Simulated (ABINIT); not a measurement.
**TiO: single point with PBEsol**

Crystal: TiO.

```
CELL_PARAMETERS angstrom
0.00000 2.46929 2.46929
2.46929 0.00000 2.46929
2.46929 2.46929 0.00000
ATOMIC_POSITIONS crystal
Ti 0.00000 0.00000 0.00000
O 0.25000 0.25000 0.25000
```

The cell comes from a database or a generator and needn't be the stable form of this composition.

- Program: ABINIT 10.8.3 (patched build)
- Task: single point
- Functional: PBEsol
- Potentials or basis: PseudoDojo NC SR PBEsol v0.4 stringent
- Cutoff: 1143 eV
- k mesh: 7 × 7 × 7
- Occupations: fermi-dirac, width 0.05 eV
- Spin: no spin polarisation

```yaml
Pressure: -26.2 GPa
Band_gap_on_the_k_mesh: none (metal or under the smearing width)
Valence_electrons_inside_the_program's_atomic_spheres: Ti 9.41; O 6.11
```

Levels at points of the mesh, in eV from the Fermi level:
```
           k point  band 7  band 8  band 9  band 10  band 11  band 12
(0.00, 0.00, 0.00)   -6.08   -6.08   -1.42     0.34     0.34     2.42
```

Run time: 37 s on 1 thread of Arm Neoverse V1, with other jobs on the host, peak memory 0.08 GiB.

Caveat: so large a pressure means that the cell lies far from this level's equilibrium, or that cutoff or potentials fall short; semilocal functionals often make such compounds metallic where correlation or magnetic order opens a gap, which also shifts bond lengths.
